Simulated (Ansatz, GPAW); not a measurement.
Given: the input of a run of GPAW 26.7.0 (ASE script) on Fe. 

Contents of run.py:

```python
from ase import Atoms
from ase.dft.bandgap import bandgap
from ase.io import write
from ase.units import GPa
from gpaw import GPAW, PW

atoms = Atoms(['Fe'],
              cell=[[-1.443, 1.443, 1.443],
                    [1.443, -1.443, 1.443],
                    [1.443, 1.443, -1.443]],
              scaled_positions=[[0.0, 0.0, 0.0]],
              pbc=True)
atoms.set_initial_magnetic_moments([3.0])

calc = GPAW(mode=PW(600),
            xc='PBE',
            kpts={'size': (13, 13, 13), 'gamma': True},
            occupations={'name': 'methfessel-paxton', 'order': 0, 'width': 0.017},
            nbands=12,
            convergence={'density': 1e-05, 'energy': 1e-05},
            maxiter=150,
            txt='gpaw.txt')
atoms.calc = calc
energy = atoms.get_potential_energy()
forces = atoms.get_forces()
stress = atoms.get_stress()
calc.write('gs.gpw')
write('result.traj', atoms)
print(f'Energy: {energy:.6f} eV')
print('Forces (eV/A):')
print(forces.round(4))
print('Stress (GPa):', (stress / GPa).round(3))
print('Moments:', calc.get_magnetic_moments().round(3))
print('Fermi level:', round(calc.get_fermi_level(), 4), 'eV')
print(f'Gap: {bandgap(calc)[0]:.4f} eV, direct: {bandgap(calc, direct=True)[0]:.4f} eV')
```

Potentials or basis: GPAW PAW data sets (gpaw-data 1.2.1), pw.

Run with:

```console
$ OMP_NUM_THREADS=1 python run.py
```

Q: What does the same run look like in Ansatz 0.2.0? Potentials or basis there: all-electron LAPW, scalar-relativistic.

A: As run (cutoffs and basis follow the program's own potentials, and thresholds, step limits or extra output files can differ):

Contents of input.yaml:

```yaml
crystal:
  lattice:
    - [-1.443, 1.443, 1.443]
    - [1.443, -1.443, 1.443]
    - [1.443, 1.443, -1.443]
  atoms:
    - { symbol: Fe, position: [0.0, 0.0, 0.0], spin: 3.0 }
kpoints:
  mp_grid: { grid: [13, 13, 13] }
scf:
  occupations: { method: gaussian, width: 0.017 }
hamiltonian:
  xc: pbe
  pseudopotentials: { kind: all_electron, lapw: { basis_error: 0.001 } }
magnetization:
  spin_polarized: true
output:
  forces: true
  stress: true
  eigenvalues: true
```

Potentials or basis: all-electron LAPW, scalar-relativistic.

Run with:

```sh
$ ansatz run input.yaml --threads 2 --pin off --max-ram 6144MiB --backend cpu --events-out ev --progress --plain --runs-dir out
```

Both were run:

|  | GPAW | Ansatz |
| --- | --- | --- |
| Pressure | -8.0 GPa | -9.8 GPa |
| Net moment | 2.25 μB per cell | 2.24 μB per cell |

Where Ansatz's input types no cutoff or centring, it takes its own default and a Γ-centred mesh.

The magnetic state is the one that the start led to; the real crystal's order can differ.

Pressure is positive in compression.
